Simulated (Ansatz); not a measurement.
## Property card for P

These are results of DFT PBE+D3(BJ), scalar-relativistic, plane waves, PAW (Ansatz), not measurements.

Cutoff 420 eV; k points 18×18×18 on the computed 2-atom cell (Γ-centred); Gaussian smearing, width 0.10 eV; no spin polarisation.

The structure is relaxed at this level of theory with its symmetry kept. This form isn't the element's structure at ambient conditions.

Symmetry: Imma, No. 74, orthorhombic system. Conventional cell: a = 3.413 Å, b = 4.848 Å, c = 3.440 Å, α = 90.00°, β = 90.00°, γ = 90.00°. Around P (site symmetry mm2) lie 6 P at 2.31 to 2.55 Å.

```
Volume per atom                                   : 14.23 Å³
Kohn–Sham band gap                                : none (metal)
Density of states at the Fermi level              : 0.50 states/eV per cell
Löwdin character within 0.5 eV of the Fermi level : P 3p 76 %, P 3s 16 %, unprojected 8 %
Bader charges (e)                                 : P (2 in the cell) 0.00
```